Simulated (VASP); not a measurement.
# GdScO3 (Pnma) in VASP: dielectric tensor with PBEsol

Aim: the dielectric tensor of GdScO3 with PBEsol.

Program: VASP 6.6.1. These are calculated values, not measurements. Logs are shortened: lines on timing, memory, paths and dates and some standing lists are left out, and cuts for length are marked.

### Step 1. The structure

The structure is orthorhombic, space group Pnma (No. 62). The conventional cell has a = 5.720 Å, b = 7.884 Å, c = 5.430 Å, α = 90.00°, β = 90.00°, γ = 90.00°. Gd (site symmetry m) is surrounded by 6 O at 2.24 to 2.55 Å. Around Sc (site symmetry -1) lie 6 O at 2.07 to 2.11 Å. Around O (site symmetry m) lie 2 Sc at 2.11 Å and 2 Gd at 2.24 to 2.33 Å. O (site symmetry 1) has 2 Sc at 2.07 to 2.10 Å and 1 Gd at 2.27 Å as nearest neighbours.

The cell was built by a generator and needn't be a form met in nature.

### Step 2. Dielectric tensor, PBEsol

Contents of INCAR:

```
SYSTEM = GdScO3
PREC = Accurate ; ENCUT = 520
EDIFF = 1E-8 ; ISMEAR = 0
SIGMA = 0.05 ; LREAL = .FALSE.
LASPH = .TRUE. ; NELM = 120
ALGO = Normal ; ISIF = 2
LWAVE = .FALSE. ; LCHARG = .FALSE.
GGA = PS ; LEPSILON = .TRUE.
```

Contents of KPOINTS:

```
Automatic mesh
0
G
  3 2 3
  0 0 0
```

Contents of POSCAR:

```
GdScO3
1.0
    5.7202350000      0.0000000000      0.0000000000
    0.0000000000      7.8839740000      0.0000000000
    0.0000000000      0.0000000000      5.4296020000
Gd Sc O
4 4 12
Direct
    0.4367610000      0.7500000000      0.4810030000
    0.0632390000      0.2500000000      0.9810030000
    0.9367610000      0.7500000000      0.0189970000
    0.5632390000      0.2500000000      0.5189970000
    0.0000000000      0.0000000000      0.5000000000
    0.5000000000      0.0000000000      0.0000000000
    0.5000000000      0.5000000000      0.0000000000
    0.0000000000      0.5000000000      0.5000000000
    0.4474430000      0.2500000000      0.1252560000
    0.0525560000      0.7500000000      0.6252560000
    0.9474430000      0.2500000000      0.3747440000
    0.5525570000      0.7500000000      0.8747440000
    0.1943190000      0.5652120000      0.1916590000
    0.3056810000      0.4347880000      0.6916590000
    0.6943190000      0.9347880000      0.3083410000
    0.8056810000      0.0652120000      0.8083410000
    0.8056810000      0.4347880000      0.8083410000
    0.6943190000      0.5652120000      0.3083410000
    0.3056810000      0.0652120000      0.6916590000
    0.1943190000      0.9347880000      0.1916590000
```

Potentials or basis: VASP PAW PBE potentials, release 64 (Gd_3, Sc_sv, O), 4f in core.

Run with:

```sh
cat potpaw_PBE.64/Gd_3/POTCAR potpaw_PBE.64/Sc_sv/POTCAR potpaw_PBE.64/O/POTCAR > POTCAR
mpirun -np 1 vasp_std > vasp.out
```

OUTCAR:

```text
SYSTEM = GdScO3
   PREC = Accurate
   ENCUT = 520
   EDIFF = 1E-8
   ISMEAR = 0
   LREAL = .FALSE.
   LASPH = .TRUE.
   NELM = 120
   ISIF = 2
   GGA = PS
   LEPSILON = .TRUE.

 ion  position               nearest neighbor table
   1  0.437  0.750  0.481-  12 2.24  15 2.27  18 2.27  10 2.33  13 2.55  20 2.55  19 2.84  14 2.84
                             5 3.18   8 3.18   7 3.29   6 3.29   6 3.46   7 3.46   3 3.80   3 3.80
   2  0.063  0.250  0.981-  11 2.24  16 2.27  17 2.27   9 2.33  14 2.55  19 2.55  13 2.84  20 2.84
                             6 3.18   7 3.18   5 3.29   8 3.29   5 3.46   8 3.46   4 3.80   4 3.80
   3  0.937  0.750  0.019-  10 2.24  13 2.27  20 2.27  12 2.33  18 2.55  15 2.55  16 2.84  17 2.84
                             6 3.18   7 3.18   5 3.29   8 3.29   5 3.46   8 3.46   1 3.80   1 3.80
   4  0.563  0.250  0.519-   9 2.24  14 2.27  19 2.27  11 2.33  17 2.55  16 2.55  18 2.84  15 2.84
                             5 3.18   8 3.18   7 3.29   6 3.29   6 3.46   7 3.46   2 3.80   2 3.80
   5  0.000  0.000  0.500-  16 2.07  20 2.07  19 2.10  15 2.10  10 2.11  11 2.11   1 3.18   4 3.18
                             3 3.29   2 3.29   3 3.46   2 3.46
   6  0.500  0.000  0.000-  15 2.07  19 2.07  16 2.10  20 2.10   9 2.11  12 2.11   2 3.18   3 3.18
                             1 3.29   4 3.29   4 3.46   1 3.46
   7  0.500  0.500  0.000-  14 2.07  18 2.07  17 2.10  13 2.10   9 2.11  12 2.11   2 3.18   3 3.18
                             1 3.29   4 3.29   4 3.46   1 3.46
   8  0.000  0.500  0.500-  13 2.07  17 2.07  14 2.10  18 2.10  10 2.11  11 2.11   1 3.18   4 3.18
                             3 3.29   2 3.29   3 3.46   2 3.46
   9  0.447  0.250  0.125-   6 2.11   7 2.11   4 2.24   2 2.33
  10  0.053  0.750  0.625-   5 2.11   8 2.11   3 2.24   1 2.33
  11  0.947  0.250  0.375-   5 2.11   8 2.11   2 2.24   4 2.33
  12  0.553  0.750  0.875-   6 2.11   7 2.11   1 2.24   3 2.33
  13  0.194  0.565  0.192-   8 2.07   7 2.10   3 2.27   1 2.55   2 2.84
  14  0.306  0.435  0.692-   7 2.07   8 2.10   4 2.27   2 2.55   1 2.84
  15  0.694  0.935  0.308-   6 2.07   5 2.10   1 2.27   3 2.55   4 2.84
  16  0.806  0.065  0.808-   5 2.07   6 2.10   2 2.27   4 2.55   3 2.84
  17  0.806  0.435  0.808-   8 2.07   7 2.10   2 2.27   4 2.55   3 2.84
  18  0.694  0.565  0.308-   7 2.07   8 2.10   1 2.27   3 2.55   4 2.84
  19  0.306  0.065  0.692-   6 2.07   5 2.10   4 2.27   2 2.55   1 2.84
  20  0.194  0.935  0.192-   5 2.07   6 2.10   3 2.27   1 2.55   2 2.84

  LATTYP: Found a simple orthorhombic cell.
 ALAT       =     5.4296020000
 B/A-ratio  =     1.0535274961
 C/A-ratio  =     1.4520353426

  Lattice vectors:

 A1 = (   0.0000000000,   0.0000000000,   5.4296020000)
 A2 = (   5.7202350000,   0.0000000000,   0.0000000000)
 A3 = (   0.0000000000,   7.8839740000,   0.0000000000)

Analysis of symmetry for initial positions (statically):
=====================================================================
 Subroutine PRICEL returns:
 Original cell was already a primitive cell.

 Routine SETGRP: Setting up the symmetry group for a
 simple orthorhombic supercell.

 Subroutine GETGRP returns: Found  8 space group operations
 (whereof  2 operations were pure point group operations)
 out of a pool of  8 trial point group operations.

The static configuration has the point symmetry S_2 .
 The point group associated with its full space group is D_2h.

Analysis of symmetry for dynamics (positions and initial velocities):
=====================================================================
 Subroutine PRICEL returns:
 Original cell was already a primitive cell.

 Routine SETGRP: Setting up the symmetry group for a
 simple orthorhombic supercell.

 Subroutine GETGRP returns: Found  8 space group operations
 (whereof  2 operations were pure point group operations)
 out of a pool of  8 trial point group operations.

The dynamic configuration has the point symmetry S_2 .
 The point group associated with its full space group is D_2h.

 Subroutine INISYM returns: Found  8 space group operations
 (whereof  2 operations are pure point group operations),
 and found     1 'primitive' translations

----------------------------------------------------------------------------------------

                                     Primitive cell

  volume of cell :     244.8652

  direct lattice vectors                    reciprocal lattice vectors
     5.720235000  0.000000000  0.000000000     0.174817993  0.000000000  0.000000000
     0.000000000  7.883974000  0.000000000     0.000000000  0.126839586  0.000000000
     0.000000000  0.000000000  5.429602000     0.000000000  0.000000000  0.184175562

  length of vectors
     5.720235000  7.883974000  5.429602000     0.174817993  0.126839586  0.184175562

  position of ions in fractional coordinates (direct lattice)
     0.436761000  0.750000000  0.481003000
     0.063239000  0.250000000  0.981003000
     0.936761000  0.750000000  0.018997000
     0.563239000  0.250000000  0.518997000
     0.000000000  0.000000000  0.500000000
     0.500000000  0.000000000  0.000000000
[... 12 lines left out ...]
     0.305681000  0.065212000  0.691659000
[... 123 lines left out ...]

 val. band max:        2.6763879434   @ k =   0.0000   0.0000   0.0000
 cond. band min:       7.1215871201   @ k =   0.0000   0.0000   0.0000
 fundamental gap:      4.4451991767
 Fermi energy:         2.9852818475

 k-point     1 :       0.0000    0.0000    0.0000
  band No.  band energies     occupation
      1     -43.8266      2.00000
      2     -43.8232      2.00000
      3     -43.8191      2.00000
      4     -43.8155      2.00000
      5     -22.8614      2.00000
      6     -22.8383      2.00000
[... 717 lines left out ...]
     87       8.5624      0.00000
     88       8.5624      0.00000
 [bands above 88 left out]

  FORCE on cell =-STRESS in cart. coord.  units (eV):
  Direction    XX          YY          ZZ          XY          YZ          ZX
  --------------------------------------------------------------------------------------
  -------------------------------------------------------------------------------------
  Total        0.3850094      0.3108896      0.3420694      0.0000000      0.0000000      0.0000000
  in kB        2.5191551      2.0341816      2.2381944      0.0000000      0.0000000      0.0000000
  external PRESSURE =       2.2638437 kB  Pullay stress =       0.0000000 kB

 VOLUME and BASIS-vectors are now :
 -----------------------------------------------------------------------------
  energy-cutoff  :      520.00
  volume of cell :      244.87
      direct lattice vectors                 reciprocal lattice vectors
     5.720235000  0.000000000  0.000000000     0.174817993  0.000000000  0.000000000
     0.000000000  7.883974000  0.000000000     0.000000000  0.126839586  0.000000000
     0.000000000  0.000000000  5.429602000     0.000000000  0.000000000  0.184175562

 POSITION                                       TOTAL-FORCE (eV/Angst)
 -----------------------------------------------------------------------------------
      2.49838      5.91298      2.61165         0.001334     -0.000000     -0.014324
      0.36174      1.97099      5.32646        -0.001334     -0.000000     -0.014324
      5.35849      5.91298      0.10315         0.001334     -0.000000      0.014324
      3.22186      1.97099      2.81795        -0.001334     -0.000000      0.014324
      0.00000      0.00000      2.71480        -0.000000     -0.000000     -0.000000
      2.86012      0.00000      0.00000        -0.000000     -0.000000     -0.000000
[... 12 lines left out ...]
      1.74857      0.51413      3.75543        -0.010198      0.006088      0.009735
      1.11155      7.36984      1.04063         0.010198     -0.006088      0.009735
 -----------------------------------------------------------------------------------
    total drift:                                0.007323      0.000000      0.000217

  FREE ENERGIE OF THE ION-ELECTRON SYSTEM (eV)
  ---------------------------------------------------
  free  energy   TOTEN  =      -181.3975415630 eV

  energy  without entropy=     -181.3975415630  energy(sigma->0) =     -181.39754156

 HEAD OF MICROSCOPIC STATIC DIELECTRIC TENSOR (INDEPENDENT PARTICLE, excluding Hartree and local field effects)
 ------------------------------------------------------
           5.120061     0.000000     0.000000
           0.000000     4.876041     0.000000
           0.000000     0.000000     5.149971
 ------------------------------------------------------

 Free energy of the ion-electron system (eV)
  ---------------------------------------------------
  ---------------------------------------------------
  free energy    TOTEN  =        -2.82066074 eV

  energy without entropy =       -2.82066074

------------------------ aborting loop because EDIFF is reached ----------------------------------------

--------------------------------------- Ionic step        2  -------------------------------------------

------------------------ aborting loop because EDIFF is reached ----------------------------------------

--------------------------------------- Ionic step        3  -------------------------------------------

 Free energy of the ion-electron system (eV)
  ---------------------------------------------------
  ---------------------------------------------------
  free energy    TOTEN  =        -2.83173119 eV

  energy without entropy =       -2.83173119

------------------------ aborting loop because EDIFF is reached ----------------------------------------

 PIEZOELECTRIC TENSOR FIELD DIRECTION 3  (e Angst)
 -----------------------------------------------------------------------------
    -0.00158  0.00000  0.00000           (  0.00007  0.00000  0.00000)
     0.00000  0.00032  0.00000           (  0.00000  0.00002  0.00000)
     0.00000  0.00000 -0.00224           (  0.00000  0.00000  0.00005)

 PIEZOELECTRIC TENSOR FIELD DIRECTION 3  (C/m^2)
 -----------------------------------------------------------------------------
    -0.00010  0.00000  0.00000
     0.00000  0.00002  0.00000
     0.00000  0.00000 -0.00015

 MACROSCOPIC STATIC DIELECTRIC TENSOR (including local field effects in DFT)
 ------------------------------------------------------
           4.942632     0.000000     0.000000
           0.000000     4.693720     0.000000
           0.000000     0.000000     4.953179
 ------------------------------------------------------

 PIEZOELECTRIC TENSOR (including local field effects)  for field in x, y, z        (e  Angst)
          XX          YY          ZZ          XY          YZ          ZX
  --------------------------------------------------------------------------------
  x     0.00000     0.00000     0.00000     0.00000     0.00000     0.00000
  y     0.00000     0.00000     0.00000     0.00000     0.00000     0.00000
  z     0.00000     0.00000     0.00000     0.00000     0.00000     0.00000

 PIEZOELECTRIC TENSOR (including local field effects)  for field in x, y, z        (C/m^2)
          XX          YY          ZZ          XY          YZ          ZX
  --------------------------------------------------------------------------------
  x     0.00000     0.00000     0.00000     0.00000     0.00000     0.00000
  y     0.00000     0.00000     0.00000     0.00000     0.00000     0.00000
  z     0.00000     0.00000     0.00000     0.00000     0.00000     0.00000

 BORN EFFECTIVE CHARGES (including local field effects) (in |e|, cummulative output)
 ---------------------------------------------------------------------------------
 ion    1
    1     4.02693     0.00000    -0.12075
    2     0.00000     3.49487     0.00000
    3    -0.25832     0.00000     4.08051
 ion    2
    1     4.02693     0.00000     0.12075
    2     0.00000     3.49487     0.00000
    3     0.25832     0.00000     4.08051
 ion    3
    1     4.02693     0.00000     0.12075
    2     0.00000     3.49487     0.00000
    3     0.25832     0.00000     4.08051
 ion    4
    1     4.02693     0.00000    -0.12075
    2     0.00000     3.49487     0.00000
    3    -0.25832     0.00000     4.08051
 ion    5
[... 48 lines left out ...]
    1    -2.97788     0.21429     0.43144
    2     0.24213    -2.19010     0.02877
    3     0.40105    -0.01615    -2.72697
 ion   18
    1    -2.97788     0.21429    -0.43144
    2     0.24213    -2.19010    -0.02877
    3    -0.40105     0.01615    -2.72697
 ion   19
    1    -2.97788    -0.21429    -0.43144
    2    -0.24213    -2.19010     0.02877
    3    -0.40105    -0.01615    -2.72697
 ion   20
    1    -2.97788    -0.21429     0.43144
    2    -0.24213    -2.19010    -0.02877
    3     0.40105     0.01615    -2.72697
```

Wall time 31 min (1 thread of Intel Xeon 6975P-C (Granite Rapids), shared host); peak memory 0.74 GiB.

Results:

```
Band gap on the k mesh                  : 4.45 eV, direct
Electronic dielectric tensor (diagonal) : 4.94, 4.69, 4.95
Born charges (mean of the diagonal)     : Gd +3.87; Sc +4.06; O -2.66, -2.63 e
```

Electronic dielectric tensor:
```
4.94 0.00 0.00
0.00 4.69 0.00
0.00 0.00 4.95
```

Born effective charge tensors (e):
atom 1, Gd
```
 4.03  0.00 -0.12
 0.00  3.49  0.00
-0.26  0.00  4.08
```
atom 2, Gd
```
4.03 0.00 0.12
0.00 3.49 0.00
0.26 0.00 4.08
```
atom 3, Gd
```
4.03 0.00 0.12
0.00 3.49 0.00
0.26 0.00 4.08
```
atom 4, Gd
```
 4.03  0.00 -0.12
 0.00  3.49  0.00
-0.26  0.00  4.08
```
atom 5, Sc
```
 4.15 -0.13  0.10
-0.15  3.96  0.06
 0.19  0.22  4.07
```
atom 6, Sc
```
 4.15 -0.13 -0.10
-0.15  3.96 -0.06
-0.19 -0.22  4.07
```
atom 7, Sc
```
 4.15  0.13 -0.10
 0.15  3.96  0.06
-0.19  0.22  4.07
```
atom 8, Sc
```
 4.15  0.13  0.10
 0.15  3.96 -0.06
 0.19 -0.22  4.07
```
atom 9, O
```
-2.22  0.00 -0.47
 0.00 -3.08  0.00
-0.43  0.00 -2.69
```
atom 10, O
```
-2.22  0.00  0.47
 0.00 -3.08  0.00
 0.43  0.00 -2.69
```
atom 11, O
```
-2.22  0.00  0.47
 0.00 -3.08  0.00
 0.43  0.00 -2.69
```
atom 12, O
```
-2.22  0.00 -0.47
 0.00 -3.08  0.00
-0.43  0.00 -2.69
```
atom 13, O
```
-2.98  0.21  0.43
 0.24 -2.19  0.03
 0.40 -0.02 -2.73
```
atom 14, O
```
-2.98  0.21 -0.43
 0.24 -2.19 -0.03
-0.40  0.02 -2.73
```
atom 15, O
```
-2.98 -0.21 -0.43
-0.24 -2.19  0.03
-0.40 -0.02 -2.73
```
atom 16, O
```
-2.98 -0.21  0.43
-0.24 -2.19 -0.03
 0.40  0.02 -2.73
```
atom 17, O
```
-2.98  0.21  0.43
 0.24 -2.19  0.03
 0.40 -0.02 -2.73
```
atom 18, O
```
-2.98  0.21 -0.43
 0.24 -2.19 -0.03
-0.40  0.02 -2.73
```
atom 19, O
```
-2.98 -0.21 -0.43
-0.24 -2.19  0.03
-0.40 -0.02 -2.73
```
atom 20, O
```
-2.98 -0.21  0.43
-0.24 -2.19 -0.03
 0.40  0.02 -2.73
```

Caveat: the PAW data sets were made with another functional, which shifts forces and pressure a little; spin-orbit coupling is left out, which moves the levels of the heavy elements; an odd mesh through Γ misses points on the zone boundary, where band edges often lie; the 4f electrons are frozen in the core as for a trivalent ion, so they carry no moment and show no levels.
